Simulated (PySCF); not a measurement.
Can point charges reproduce the dipole moment of diethyl ether (`CCOCC`)?

Coordinates (GFN2-xTB, Å) and charges (e) from the PBE0/pcSseg-1 density (PySCF):

| atom | x | y | z | Mulliken | IAO | Hirshfeld | ESP-fitted |
| --- | --- | --- | --- | --- | --- | --- | --- |
| C1 | -2.352 | -0.567 | -0.087 | -0.2690 | -0.4229 | -0.1224 | -0.3306 |
| C2 | -1.197 | 0.407 | 0.080 | +0.0033 | -0.0367 | +0.0052 | +0.3848 |
| O3 | 0.013 | -0.299 | -0.055 | -0.5187 | -0.4004 | -0.1393 | -0.4635 |
| C4 | 1.153 | 0.516 | 0.082 | +0.0033 | -0.0367 | +0.0052 | +0.3919 |
| C5 | 2.394 | -0.348 | -0.080 | -0.2691 | -0.4228 | -0.1224 | -0.3594 |
| H6 | -3.298 | -0.044 | 0.013 | +0.1088 | +0.1431 | +0.0449 | +0.0784 |
| H7 | -2.289 | -1.345 | 0.669 | +0.1180 | +0.1483 | +0.0419 | +0.0908 |
| H8 | -2.301 | -1.034 | -1.067 | +0.1180 | +0.1483 | +0.0419 | +0.0905 |
| H9 | -1.241 | 0.889 | 1.071 | +0.0901 | +0.1101 | +0.0292 | -0.0417 |
| H10 | -1.253 | 1.203 | -0.681 | +0.0901 | +0.1101 | +0.0292 | -0.0406 |
| H11 | 1.138 | 1.313 | -0.680 | +0.0901 | +0.1100 | +0.0292 | -0.0409 |
| H12 | 1.149 | 1.001 | 1.072 | +0.0900 | +0.1100 | +0.0291 | -0.0421 |
| H13 | 2.402 | -1.127 | 0.677 | +0.1180 | +0.1483 | +0.0419 | +0.0983 |
| H14 | 3.287 | 0.262 | 0.023 | +0.1088 | +0.1431 | +0.0449 | +0.0859 |
| H15 | 2.390 | -0.819 | -1.059 | +0.1180 | +0.1483 | +0.0419 | +0.0982 |

Question: Compute μ = Σ q r for each scheme (1 e·Å = 4.803 D) and compare with the dipole of the full density.

Answer: The full density gives (-0.05, 1.14, 0.21) D, 1.16 D in size; dipole vectors point from the negative to the positive end.

```json
{"scheme": "Mulliken", "μx": "-0.07", "μy": "1.51", "μz": "0.27", "size (D)": "1.54", "share of the full size (%)": "132", "angle to the full dipole (°)": "0"}
{"scheme": "IAO", "μx": "-0.08", "μy": "1.67", "μz": "0.30", "size (D)": "1.70", "share of the full size (%)": "146", "angle to the full dipole (°)": "0"}
{"scheme": "Hirshfeld", "μx": "-0.03", "μy": "0.56", "μz": "0.10", "size (D)": "0.56", "share of the full size (%)": "48", "angle to the full dipole (°)": "0"}
{"scheme": "ESP-fitted", "μx": "-0.06", "μy": "1.15", "μz": "0.20", "size (D)": "1.17", "share of the full size (%)": "101", "angle to the full dipole (°)": "0"}
```

Question: Which set comes closest?

Answer: Length of the difference vector: ESP-fitted 0.01 D, Mulliken 0.37 D, IAO 0.53 D, Hirshfeld 0.60 D. Closest: ESP-fitted. ESP charges are fitted to the potential around the molecule, whose slowest-falling term is the dipole's. The schemes that divide the density aren't constrained to reproduce the dipole.

Question: What is left for the Hirshfeld atoms' own dipoles?

Answer: The Hirshfeld atoms' densities add up to the full density, so μ = Σ q r + Σ (atomic dipoles). The atomic dipoles sum to (-0.05, 1.14, 0.21) − (-0.03, 0.56, 0.10) = (-0.02, 0.58, 0.11) D, 0.60 D in size.

Question: With the origin at the mean of the coordinates, (0.000, 0.001, -0.001) Å, which are the largest single terms, by size, of the IAO dipole along the direction of the full one?

Answer: C1 +0.95, C5 +0.94, H7 -0.78, H15 -0.78, H8 -0.78 D; all 15 atoms together +1.70 D. The single terms depend on the origin, their sum doesn't.

Question: Give the size of the full dipole in other units.

Answer: 1.16 D = 0.458 au = 0.242 e·Å = 3.88 × 10⁻³⁰ C·m.

The structure is a single GFN2-xTB conformer in the gas phase; no vibrational or solvent corrections.

The values belong to the conformer `[CH3:1][CH2:2][O:3][CH2:4][CH3:5]`: C1–C2–O3–C4 180°, C2–O3–C4–C5 180°.
